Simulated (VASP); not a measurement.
Set up this calculation in VASP 6.6.1, as the native input.

```yaml
Task: relaxation of cell and atoms
Functional: PBEsol
Potentials_or_basis: VASP PAW PBE potentials, release 64 (Bi_d, Te, Se)
Cutoff: 600 eV
k_mesh: 4 × 4 × 4
Occupations: gaussian, width 0.03 eV
Spin: no spin polarisation
Further_INCAR_settings: ALGO = Normal; EDIFF = 1e-07; IBRION = 2; EDIFFG = -0.005; NSW = 90; ISIF = 3
```

The structure of Bi6Te8Se lies in POSCAR:

```
Bi6Te8Se                                
1.0
    6.5316698604     -3.7710613550      0.0017240612
    0.0003300406     -7.5415510629      0.0008620306
    2.1752311075     -1.2558702645    -10.0604578205
  Bi              Te              Se            
     6     8     1
Direct
     0.0672641702024196    0.6666666699999996    0.8005409717286687
     0.7336128123286308    0.3323918116230556    0.7992686171549087
     0.3993379639516824    0.0009415183769476    0.7992686171549086
     0.2581434350074677    0.6666666699999803    0.2033787793797230
     0.9324171217096626    0.3402736600509752    0.2032793913136585
     0.6060241217606130    0.9930596699490349    0.2032793913136661
     0.6616145626046359    0.6666666699999932    0.0018684649245442
     0.3367740233528801    0.3289095620706298    0.0031869431200531
     0.9990169254235106    0.0044237679293737    0.0031869431200521
     0.5421606157244945    0.3332234156895224    0.3742835440027230
     0.2087173714140121    0.0001099143104807    0.3742835440027230
     0.4585227492683922    0.6666666699999994    0.6273125389284903
     0.1215414186889173    0.3374359781012515    0.6271262070022948
     0.7923107367901686    0.9958973518987488    0.6271262070022959
     0.8825419717725057    0.6666666700000070    0.3526098398512896
```

The cell was built by a generator and needn't be a form met in nature.

One way to write it, as run:

INCAR

```
PREC     = Accurate       # precision mode
ENCUT    = 600            # plane-wave cutoff, eV
EDIFF    = 1E-7           # SCF threshold, eV
ISMEAR   = 0              # smearing method
SIGMA    = 0.03           # smearing width, eV
LREAL    = False          # projectors in reciprocal space
LASPH    = True           # aspherical terms in the spheres
NELM     = 80             # most SCF steps
ALGO     = Normal         # electronic algorithm
ISIF     = 3              # what is computed and relaxed
LWAVE    = False          # write WAVECAR
LCHARG   = False          # write CHGCAR
GGA      = PS             # functional
IBRION   = 2              # ionic algorithm
NSW      = 90             # ionic steps
EDIFFG   = -0.005         # ionic threshold
KPAR     = 4
```

KPOINTS

```
regular mesh
0
Gamma
  4 4 4
```

Potentials or basis: VASP PAW PBE potentials, release 64 (Bi_d, Te, Se).

Run with:

```sh
$ cat potpaw_PBE.64/Bi_d/POTCAR potpaw_PBE.64/Te/POTCAR potpaw_PBE.64/Se/POTCAR > POTCAR
$ mpirun -np 4 vasp_std > vasp.out
```

Results of the run:

```yaml
Relaxed_volume: 33.05 Å³/atom
Relaxed_cell: a = 7.542 Å, b = 7.542 Å, c = 10.372 Å, α = 83.05°, β = 75.99°, γ = 60.00°
Space_group_after_relaxing_to_0.05_Å: Cm (No. 8)
Energy_gained_by_relaxing: 0.0 meV/atom
Ionic_steps: 3
Pressure_after_relaxing: 0.0 GPa
Largest_force_after_relaxing: 0.005 eV/Å
Band_gap_on_the_k_mesh: 0.24 eV, direct
```

Caveat: the PAW data sets were made with another functional, which shifts forces and pressure a little; spin-orbit coupling is left out, which as a rule narrows the gap of such compounds by several tenths of an eV.

Run time: 21 min on 4 MPI ranks on Intel(R) Xeon(R) Platinum 8259CL CPU @ 2.50GHz (Skylake/Cascade Lake) (shared host), peak memory 1.3 GiB a rank.
